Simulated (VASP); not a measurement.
# InSb (F-43m) in VASP: a series of runs

One crystal, InSb, is run at these levels: PBEsol; tasks: relaxation of cell and atoms.

All numbers are computed with VASP 6.6.1; they aren't measurements. Logs are shortened: lines on timing, memory, paths and dates and some standing lists are left out, and cuts for length are marked.

### 1 The structure

Symmetry: F-43m, No. 216, cubic system. The conventional cell has a = 6.478 Å, b = 6.478 Å, c = 6.478 Å, α = 90.00°, β = 90.00°, γ = 90.00°. In (site symmetry -43m) is surrounded by 4 Sb at 2.81 Å. Around Sb (site symmetry -43m) lie 4 In at 2.81 Å.

The cell was built by a generator and needn't be a form met in nature.

### 2 Relaxation of cell and atoms, PBEsol

Contents of INCAR:

```
SYSTEM = InSb
PREC     = Accurate       ! precision mode
ENCUT    = 600            ! plane-wave cutoff, eV
EDIFF    = 1E-6           ! SCF threshold, eV
ISMEAR   = 0              ! smearing method
SIGMA    = 0.03           ! smearing width, eV
LREAL    = .FALSE.        ! projectors in reciprocal space
LASPH    = .TRUE.         ! aspherical terms in the spheres
NELM     = 80             ! most SCF steps
ALGO     = Normal         ! electronic algorithm
ISIF     = 3              ! what is computed and relaxed
LWAVE    = .FALSE.        ! write WAVECAR
LCHARG   = .FALSE.        ! write CHGCAR
GGA      = PS             ! functional
IBRION   = 2              ! ionic algorithm
NSW      = 90             ! ionic steps
EDIFFG   = -0.01          ! ionic threshold
KPAR     = 2
```

Contents of KPOINTS:

```
regular mesh
0
G
  10 10 10
  0 0 0
```

Contents of POSCAR:

```
InSb
1.0
    0.0000000000      3.2391000000      3.2391000000
    3.2391000000      0.0000000000      3.2391000000
    3.2391000000      3.2391000000      0.0000000000
In Sb
1 1
Direct
    0.0000000000      0.0000000000      0.0000000000
    0.2500000000      0.2500000000      0.2500000000
```

Potentials or basis: VASP PAW PBE potentials, release 64 (In_d, Sb).

Run with:

```
$ cat potpaw_PBE.64/In_d/POTCAR potpaw_PBE.64/Sb/POTCAR > POTCAR
$ mpirun -np 2 vasp_std > vasp.out
```

OUTCAR:

```text
SYSTEM = InSb
   PREC = Accurate
   ENCUT = 600
   EDIFF = 1E-6
   ISMEAR = 0
   LREAL = .FALSE.
   LASPH = .TRUE.
   NELM = 80
   ISIF = 3
   GGA = PS
   IBRION = 2
   NSW = 90
   EDIFFG = -0.01

 ion  position               nearest neighbor table
   1  0.000  0.000  0.000-   2 2.81   2 2.81   2 2.81   2 2.81
   2  0.250  0.250  0.250-   1 2.81   1 2.81   1 2.81   1 2.81

  LATTYP: Found a face centered cubic cell.
 ALAT       =     6.4782000000

  Lattice vectors:

 A1 = (   0.0000000000,   3.2391000000,   3.2391000000)
 A2 = (   3.2391000000,   0.0000000000,   3.2391000000)
 A3 = (   3.2391000000,   3.2391000000,   0.0000000000)

Analysis of symmetry for initial positions (statically):
=====================================================================
 Subroutine PRICEL returns:
 Original cell was already a primitive cell.

 Routine SETGRP: Setting up the symmetry group for a
 face centered cubic supercell.

 Subroutine GETGRP returns: Found 24 space group operations
 (whereof 24 operations were pure point group operations)
 out of a pool of 48 trial point group operations.

The static configuration has the point symmetry T_d .

Analysis of symmetry for dynamics (positions and initial velocities):
=====================================================================
 Subroutine PRICEL returns:
 Original cell was already a primitive cell.

 Routine SETGRP: Setting up the symmetry group for a
 face centered cubic supercell.

 Subroutine GETGRP returns: Found 24 space group operations
 (whereof 24 operations were pure point group operations)
 out of a pool of 48 trial point group operations.

The dynamic configuration has the point symmetry T_d .

 Subroutine INISYM returns: Found 24 space group operations
 (whereof 24 operations are pure point group operations),
 and found     1 'primitive' translations

----------------------------------------------------------------------------------------

                                     Primitive cell

  volume of cell :      67.9678

  direct lattice vectors                    reciprocal lattice vectors
     0.000000000  3.239100000  3.239100000    -0.154363867  0.154363867  0.154363867
     3.239100000  0.000000000  3.239100000     0.154363867 -0.154363867  0.154363867
     3.239100000  3.239100000  0.000000000     0.154363867  0.154363867 -0.154363867

  length of vectors
     4.580779150  4.580779150  4.580779150     0.267366060  0.267366060  0.267366060

  position of ions in fractional coordinates (direct lattice)
     0.000000000  0.000000000  0.000000000
     0.250000000  0.250000000  0.250000000

  ion indices of the primitive-cell ions
   primitive index   ion index
                 1           1
                 2           2

----------------------------------------------------------------------------------------

 KPOINTS: regular mesh

Automatic generation of k-mesh.
 Grid dimensions read from file:
 generate k-points for:   10   10   10

 Generating k-lattice:

  Cartesian coordinates                     Fractional coordinates (reciprocal lattice)
    -0.015436387  0.015436387  0.015436387     0.100000000  0.000000000  0.000000000
     0.015436387 -0.015436387  0.015436387     0.000000000  0.100000000  0.000000000
     0.015436387  0.015436387 -0.015436387     0.000000000  0.000000000  0.100000000

  Length of vectors
     0.026736606  0.026736606  0.026736606

  Shift w.r.t. Gamma in fractional coordinates (k-lattice)
     0.000000000  0.000000000  0.000000000

 Subroutine IBZKPT returns following result:
 ===========================================

 Found     47 irreducible k-points:

 Following reciprocal coordinates:
            Coordinates               Weight
  0.000000  0.000000  0.000000      1.000000
  0.100000  0.000000  0.000000      8.000000
  0.200000  0.000000  0.000000      8.000000
  0.300000  0.000000  0.000000      8.000000
  0.400000  0.000000  0.000000      8.000000
  0.500000  0.000000  0.000000      4.000000
[... 16 lines left out ...]
  0.300000  0.300000  0.000000      6.000000
  0.400000  0.300000  0.000000     24.000000
 [... further k-points ...]
   k-points           NKPTS =     47   k-points in BZ     NKDIM =     47   number of bands    NBANDS=     13
   number of dos      NEDOS =    301   number of ions     NIONS =      2
   total plane-waves  NPLWV =  64000
   dimension x,y,z NGX =    40 NGY =   40 NGZ =   40
   dimension x,y,z NGXF=    80 NGYF=   80 NGZF=   80
   ions per type =               1   1
   NGX,Y,Z   is equivalent  to a cutoff of  14.52, 14.52, 14.52 a.u.
   NGXF,Y,Z  is equivalent  to a cutoff of  29.03, 29.03, 29.03 a.u.
 SYSTEM =  InSb
   PREC   = accura    normal or accurate (medium, high low for compatibility)
   ISTART =      0    job   : 0-new  1-cont  2-samecut
   ICHARG =      2    charge: 1-file 2-atom 10-const
   ISPIN  =      1    spin polarized calculation?
   LNONCOLLINEAR =      F non collinear calculations
   LSORBIT =      F    spin-orbit coupling
   LASPH  =      T    aspherical Exc in radial PAW
   ENCUT  =  600.0 eV  44.10 Ry    6.64 a.u.   9.15  9.15  9.15*2*pi/ulx,y,z
   NELM   =     80;   NELMIN=  2; NELMDL= -5     # of ELM steps
   EDIFF  = 0.1E-05   stopping-criterion for ELM
   LREAL  =      F    real-space projection
   EDIFFG = -.1E-01   stopping-criterion for IOM
   NSW    =     90    number of steps for IOM
   IBRION =      2    ionic relax: 0-MD 1-quasi-New 2-CG
   NFREE  =      1    steps in history (QN), initial steepest desc. (CG)
   ISIF   =      3    stress and relaxation
   ISYM   =      2    0-nonsym 1-usesym 2-fastsym
   POTIM  = 0.5000    time-step for ionic-motion
   TEBEG  =    0.0;   TEEND  =   0.0 temperature during run
   PSTRESS=    0.0 pullay stress
   NELECT =      18.0000    total number of electrons
   NUPDOWN=      -1.0000    fix difference up-down
   EMIN   =  10.00;   EMAX   =-10.00  energy-range for DOS
   EFERMI =   0.00;   METHOD = LEGACY
   ISMEAR =     0;   SIGMA  =   0.03  broadening in eV -4-tet -1-fermi 0-gaus
   EFERMI_NEDOS =   21; number of points for ismear=-14 and -15
   IALGO  =     38    algorithm
   IMIX   =      4    mixing-type and parameters
     AMIX     =   0.40;   BMIX     =  1.00
     AMIX_MAG =   1.60;   BMIX_MAG =  1.00
  volume/ion in A,a.u.               =      33.98       229.33
  Fermi-wavevector in a.u.,A,eV,Ry     =   1.051311  1.986690 15.037912  1.105255
  Thomas-Fermi vector in A             =   2.186349
   LORBIT       =      0    0 simple, 1 ext, 2 COOP (PROOUT), +10 PAW based schemes
   GGA     = PS    functional components
   LHFCALC =     F    Hartree Fock is set to
   AEXX    =    0.0000 exact exchange contribution
   IVDW    =     0    specifies the selected vdW correction
   LEPSILON=     F    determine dielectric tensor
   LRPA    =     F    only Hartree local field effects (RPA)
 conjugate gradient relaxation of ions
 non-spin polarized calculation
 Gauss-broadening in eV      SIGMA  =   0.03
  energy-cutoff  :      600.00
  volume of cell :       67.97
 maximum number of plane-waves:      2288
 NGX is ok and might be reduce to    40
   NGX = 19   NGY = 19   NGZ = 19

--------------------------------------- Ionic step        1  -------------------------------------------

 number of electron      18.0000001 magnetization

 Free energy of the ion-electron system (eV)
  ---------------------------------------------------
  ext. energy  EPLUGINS =         0.00000000
  ---------------------------------------------------
  free energy    TOTEN  =        -7.69620008 eV

  energy without entropy =       -7.69615381  energy(sigma->0) =       -7.69617694

------------------------ aborting loop because EDIFF is reached ----------------------------------------

  FORCE on cell =-STRESS in cart. coord.  units (eV):
  Direction    XX          YY          ZZ          XY          YZ          ZX
  --------------------------------------------------------------------------------------
  -------------------------------------------------------------------------------------
  Total        0.3733145      0.3733145      0.3733145     -0.0000000      0.0000000      0.0000000
  in kB        8.7999931      8.7999931      8.7999931     -0.0000000      0.0000000      0.0000000
  external PRESSURE =       8.7999931 kB  Pullay stress =       0.0000000 kB
[... 21 lines left out ...]
  energy  without entropy=       -7.6961538056  energy(sigma->0) =       -7.69617694

--------------------------------------- Ionic step        2  -------------------------------------------

 number of electron      17.9999998 magnetization

 E-fermi :   4.6953     XC(G=0):  -8.7563

 val. band max:        4.6861368930   @ k =   0.0000   0.0000   0.0000
 cond. band min:       5.1124891767   @ k =   0.5000   0.0000   0.0000
 fundamental gap:      0.4263522837
 Fermi energy:         4.6952739649

 k-point     1 :       0.0000    0.0000    0.0000
  band No.  band energies     occupation
      1      -9.7992      2.00000
      2      -9.7992      2.00000
      3      -9.7992      2.00000
      4      -9.7199      2.00000
      5      -9.7199      2.00000
      6      -5.8970      2.00000
      7       4.2753      2.00000
      8       4.6861      1.33333
      9       4.6861      1.33333
     10       4.6861      1.33333
     11       7.6202      0.00000
     12       7.6202      0.00000
     13       7.6202      0.00000
[... 401 lines left out ...]
  energy  without entropy=       -7.6992963558  energy(sigma->0) =       -7.69931950

--------------------------------------- Ionic step        3  -------------------------------------------

 number of electron      17.9999999 magnetization

 Free energy of the ion-electron system (eV)
  ---------------------------------------------------
  ext. energy  EPLUGINS =         0.00000000
  ---------------------------------------------------
  free energy    TOTEN  =        -7.69983402 eV

  energy without entropy =       -7.69978774  energy(sigma->0) =       -7.69981088

 E-fermi :   4.7705     XC(G=0):  -8.7870

 val. band max:        4.7613194729   @ k =   0.0000   0.0000   0.0000
 cond. band min:       5.1999534670   @ k =   0.5000   0.0000   0.0000
 fundamental gap:      0.4386339941
 Fermi energy:         4.7704565489

 k-point     1 :       0.0000    0.0000    0.0000
  band No.  band energies     occupation
      1      -9.7386      2.00000
      2      -9.7386      2.00000
      3      -9.7386      2.00000
      4      -9.6574      2.00000
      5      -9.6574      2.00000
      6      -5.8669      2.00000
      7       4.3916      2.00000
      8       4.7613      1.33333
      9       4.7613      1.33333
     10       4.7613      1.33333
     11       7.6947      0.00000
     12       7.6947      0.00000
     13       7.6947      0.00000
[... 397 lines left out ...]
  FREE ENERGIE OF THE ION-ELECTRON SYSTEM (eV)
  ---------------------------------------------------
  free  energy   TOTEN  =        -7.6998340185 eV

  energy  without entropy=       -7.6997877398  energy(sigma->0) =       -7.69981088

 reached required accuracy - stopping structural energy minimisation
```

It took 39 s on 2 MPI ranks of Intel Xeon 6975P-C (Granite Rapids), shared host; peak memory 0.26 GiB.

What came out:

* Free energy: -7.6998 eV
* Relaxed volume: 34.66 Å³/atom
* Relaxed cell: a = 4.611 Å, b = 4.611 Å, c = 4.611 Å, α = 60.00°, β = 60.00°, γ = 60.00°
* Space group after relaxing (to 0.05 Å): F-43m (No. 216)
* Energy gained by relaxing: 1.8 meV/atom
* Ionic steps: 3
* Pressure after relaxing: 0.0 GPa
* Band gap on the k mesh: none (metal or under the smearing width)

The path:
```
step  energy change (eV)  largest force (eV/Å)  pressure (GPa)  volume (Å³)
   1              0.0000                0.0000            0.88        67.97
   2             -0.0031                0.0000           -0.31        69.82
   3             -0.0036                0.0000           -0.01        69.31
```

Final structure:
```
In Sb
1.0
     0.00000    3.26032    3.26032
     3.26032    0.00000    3.26032
     3.26032    3.26032    0.00000
In Sb
1 1
Cartesian
  0.0000 0.0000 0.0000
  1.6302 1.6302 1.6302
```

Levels at points of the mesh, in eV from the Fermi level:
```csv
k point,band 5,band 6,band 7,band 8,band 9,band 10,band 11,band 12,band 13
"(0.00, 0.00, 0.00)",-14.43,-10.64,-0.38,-0.01,-0.01,-0.01,2.92,2.92,2.92
"(0.50, 0.00, 0.00)",-14.43,-9.31,-5.58,-0.99,-0.99,0.43,3.76,3.76,5.96
"(0.50, 0.50, 0.00)",-14.42,-8.72,-5.88,-2.22,-2.22,1.27,1.28,8.00,8.00
```

Caveat: the PAW data sets were made with another functional, which shifts forces and pressure a little; this crystal is a semiconductor, whose small gap the functional closes, so the metal is an error of the method. The run has no spin-orbit coupling, so splittings on Sb are missing.

(Continued in part 2 of 2.)
